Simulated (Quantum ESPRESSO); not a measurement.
# SrO (Fm-3m) in Quantum ESPRESSO: settings compared, part 2 of 2

Quantum ESPRESSO 7.5.

### 3 Phonons, PBE

Contents of pw.in:

```
&CONTROL
  calculation = 'scf'
  prefix = 'pwscf'
  outdir = './tmp'
  pseudo_dir = './pseudo'
  tprnfor = .true.
  tstress = .true.
  disk_io = 'low'
/
&SYSTEM
  ibrav = 0
  nat = 2
  ntyp = 2
  ecutwfc = 45
  ecutrho = 360
  nbnd = 14
  occupations = 'smearing'
  smearing = 'fd'
  degauss = 0.00367493
/
&ELECTRONS
  conv_thr = 4d-10
  electron_maxstep = 120
  mixing_beta = 0.5
/
ATOMIC_SPECIES
Sr    87.6200 sr_pbe_v1.uspp.F.UPF
O     15.9990 o_pbe_v1.2.uspp.F.UPF
CELL_PARAMETERS angstrom
   0.0000000000    2.5663000000    2.5663000000
   2.5663000000    0.0000000000    2.5663000000
   2.5663000000    2.5663000000    0.0000000000
ATOMIC_POSITIONS crystal
Sr     0.5000000000    0.5000000000    0.5000000000
O      0.0000000000    0.0000000000    0.0000000000
K_POINTS automatic
6 6 6 1 1 1
```

Contents of relax.in:

```
&CONTROL
  calculation = 'vc-relax'
  prefix = 'pwscf'
  outdir = './tmp'
  pseudo_dir = './pseudo'
  tprnfor = .true.
  tstress = .true.
  disk_io = 'low'
  nstep = 40
  forc_conv_thr = 0.0001
  etot_conv_thr = 1d-06
/
&SYSTEM
  ibrav = 0
  nat = 2
  ntyp = 2
  ecutwfc = 45
  ecutrho = 360
  nbnd = 14
  occupations = 'smearing'
  smearing = 'fd'
  degauss = 0.00367493
/
&ELECTRONS
  conv_thr = 4d-10
  electron_maxstep = 120
  mixing_beta = 0.5
/
&IONS
  ion_dynamics = 'bfgs'
/
&CELL
  cell_dynamics = 'bfgs'
  press = 0
  press_conv_thr = 0.2
/
ATOMIC_SPECIES
Sr    87.6200 sr_pbe_v1.uspp.F.UPF
O     15.9990 o_pbe_v1.2.uspp.F.UPF
CELL_PARAMETERS angstrom
   0.0000000000    2.5663000000    2.5663000000
   2.5663000000    0.0000000000    2.5663000000
   2.5663000000    2.5663000000    0.0000000000
ATOMIC_POSITIONS crystal
Sr     0.5000000000    0.5000000000    0.5000000000
O      0.0000000000    0.0000000000    0.0000000000
K_POINTS automatic
6 6 6 1 1 1
```

Contents of scf2.in:

```
&CONTROL
  calculation = 'scf'
  prefix = 'pwscf'
  outdir = './tmp'
  pseudo_dir = './pseudo'
  tprnfor = .true.
  tstress = .true.
  disk_io = 'low'
/
&SYSTEM
  ibrav = 0
  nat = 2
  ntyp = 2
  ecutwfc = 45
  ecutrho = 360
  nbnd = 14
  occupations = 'fixed'
/
&ELECTRONS
  conv_thr = 1d-13
  electron_maxstep = 120
  mixing_beta = 0.5
  startingpot = 'file'
  startingwfc = 'file'
/
ATOMIC_SPECIES
Sr    87.6200 sr_pbe_v1.uspp.F.UPF
O     15.9990 o_pbe_v1.2.uspp.F.UPF
CELL_PARAMETERS angstrom
   0.0000000000    2.5977928053    2.5977928053
   2.5977928053    0.0000000000    2.5977928053
   2.5977928053    2.5977928053    0.0000000000
ATOMIC_POSITIONS crystal
Sr     0.5000000000    0.5000000000    0.5000000000
O      0.0000000000    0.0000000000    0.0000000000
K_POINTS automatic
6 6 6 1 1 1
```

Contents of ph.in:

```
phonons of SrO
&INPUTPH
  prefix = 'pwscf'
  outdir = './tmp'
  tr2_ph = 1d-16
  fildyn = 'dyn'
  niter_ph = 60
  alpha_mix(1) = 0.7
  epsil = .true.
/
0.0000000000 0.0000000000 0.0000000000
```

Contents of dynmat.in:

```
&INPUT
  fildyn = 'dyn'
  asr = 'crystal'
  lperm = .true.
  filout = 'dynmat.disp'
  fileig = 'dynmat.eig'
/
```

Contents of dynmat_lo.in:

```
&INPUT
  fildyn = 'dyn'
  asr = 'crystal'
  filout = 'dynmat_lo.disp'
  fileig = 'dynmat_lo.eig'
  q(1) = 0
  q(2) = 0
  q(3) = 1
/
```

Potentials or basis: GBRV 1.5 PBE.

On the command line:

```
$ OMP_NUM_THREADS=1 pw.x -in pw.in > pw.out
$ OMP_NUM_THREADS=1 pw.x -in relax.in > relax.out
$ OMP_NUM_THREADS=1 pw.x -in scf2.in > scf2.out
$ OMP_NUM_THREADS=1 ph.x -in ph.in > ph.out
$ OMP_NUM_THREADS=1 dynmat.x -in dynmat.in > dynmat.out
$ OMP_NUM_THREADS=1 dynmat.x -in dynmat_lo.in > dynmat_lo.out
```

pw.out:

```text
This program is part of the open-source Quantum ESPRESSO suite
     for quantum simulation of materials; please cite
[... 9 lines left out ...]
     --------------------
     sticks:   dense  smooth     PW     G-vecs:    dense   smooth      PW
     Sum        1159     583    187                26301     9377    1687

     Using Slab Decomposition

     bravais-lattice index     =            0
     lattice parameter (alat)  =       6.8584  a.u.
     unit-cell volume          =     228.1124 (a.u.)^3
     number of atoms/cell      =            2
     number of atomic types    =            2
     number of electrons       =        16.00
     number of Kohn-Sham states=           14
     kinetic-energy cutoff     =      45.0000  Ry
     charge density cutoff     =     360.0000  Ry
     scf convergence threshold =      4.0E-10
     mixing beta               =       0.5000
     number of iterations used =            8  plain     mixing
     Exchange-correlation= SLA  PW   PBE  PBE
[... 281 lines left out ...]
    12.5859  15.7618  17.1779  18.2168  18.8436  20.2062

          k =-0.4125 0.0589 0.0589 (  1161 PWs)   bands (ev):
[... 51 lines left out ...]
   -24.0224  -8.2507  -6.1280  -5.9360  -4.8505   6.3410   7.1096   7.2837
    14.6493  15.3293  17.1892  17.6055  19.8770  20.7076

     the Fermi energy is    10.1304 ev

!    total energy              =    -102.69957836 Ry
     estimated scf accuracy    <          3.6E-10 Ry
     smearing contrib. (-TS)   =      -0.00000000 Ry
     internal energy E=F+TS    =    -102.69957836 Ry

     The total energy is F=E-TS. E is the sum of the following terms:
     one-electron contribution =     -15.91292167 Ry
     hartree contribution      =      16.74109176 Ry
     xc contribution           =     -25.75756719 Ry
     ewald contribution        =     -77.77018127 Ry

     convergence has been achieved in  11 iterations

     negative rho (up, down):  6.540E-02 0.000E+00

     Forces acting on atoms (cartesian axes, Ry/au):

     atom    1 type  1   force =    -0.00000000   -0.00000000    0.00000000
     atom    2 type  2   force =     0.00000000    0.00000000    0.00000000

     Total force =     0.000000     Total SCF correction =     0.000000

     Computing stress (Cartesian axis) and pressure

     negative rho (up, down):  6.540E-02 0.000E+00
          total   stress  (Ry/bohr**3)                   (kbar)     P=       33.53
   0.00022794  -0.00000000  -0.00000000           33.53       -0.00       -0.00
  -0.00000000   0.00022794  -0.00000000           -0.00       33.53       -0.00
  -0.00000000  -0.00000000   0.00022794           -0.00       -0.00       33.53

=------------------------------------------------------------------------------=
   JOB DONE.
=------------------------------------------------------------------------------=
```

relax.out:

```text
This program is part of the open-source Quantum ESPRESSO suite
     for quantum simulation of materials; please cite
[... 9 lines left out ...]
     --------------------
     sticks:   dense  smooth     PW     G-vecs:    dense   smooth      PW
     Sum        1159     583    187                26301     9377    1687
[... 1642 lines left out ...]
  -0.00000087   0.00000000   0.00000000           -0.13        0.00        0.00
   0.00000000  -0.00000087   0.00000000            0.00       -0.13        0.00
   0.00000000   0.00000000  -0.00000087            0.00        0.00       -0.13

=------------------------------------------------------------------------------=
   JOB DONE.
=------------------------------------------------------------------------------=
```

It took 2.4 min on 1 thread of AMD EPYC 7R13 (Zen 3), shared host; peak memory 0.14 GiB.

What came out:

| Quantity | Value |
| --- | --- |
| Free energy | -1397.3121 eV |
| Relaxed volume | 17.53 Å³/atom |
| Relaxed cell | a = 3.674 Å, b = 3.674 Å, c = 3.674 Å, α = 60.00°, β = 60.00°, γ = 60.00° |
| Space group after relaxing (to 0.05 Å) | Fm-3m (No. 225) |
| Pressure after relaxing | 0.0 GPa |
| Electronic dielectric tensor (diagonal) | 3.78 |
| Born charges (mean of the diagonal) | Sr +2.44; O -2.44 e |
| Highest phonon frequency at Γ, LO-TO splitting left out | 190 cm⁻¹ |
| Static dielectric tensor (diagonal) | 20.80 |

Step by step:
```tsv
step	energy change (eV)	largest force (eV/Å)	pressure (GPa)	volume (Å³)
1	0.0000	0.0000	3.35	33.80
2	-0.0092	0.0000	1.73	34.38
3	-0.0128	0.0000	0.10	35.02
4	-0.0128	0.0000	0.00	35.06
```

Final structure:
```xyz
2
Lattice="0.0000 2.5978 2.5978 2.5978 0.0000 2.5978 2.5978 2.5978 0.0000" Properties=species:S:1:pos:R:3 pbc="T T T"
Sr    2.5978    2.5978    2.5978
O     0.0000    0.0000    0.0000
```

Phonon frequencies in cm⁻¹ (negative: imaginary):
| q point | frequencies |
| --- | --- |
| (0.000, 0.000, 0.000) | 2 2 2 190 190 190 |

Electronic dielectric tensor:
```
3.78 0.00 0.00
0.00 3.78 0.00
0.00 0.00 3.78
```

Born effective charge tensors (e):
atom 1, Sr
```
2.44 0.00 0.00
0.00 2.44 0.00
0.00 0.00 2.44
```
atom 2, O
```
-2.44  0.00  0.00
 0.00 -2.44  0.00
 0.00  0.00 -2.44
```

Optical modes at Γ, degenerate ones joined, polar ones without the macroscopic field:
```tsv
cm⁻¹	components	symmetry	active in	IR intensity, summed ((D/Å)²/amu)
190	3	T1u	IR	30.39
```

Zone-centre frequencies without and with the macroscopic field along z (cm⁻¹):
|  | optical modes in rising order |
| --- | --- |
| without | 190 190 190 |
| with the field | 190 190 446 |

Static dielectric tensor, electrons and zone-centre modes:
```
20.80  0.00  0.00
 0.00 20.80  0.00
 0.00  0.00 20.80
```
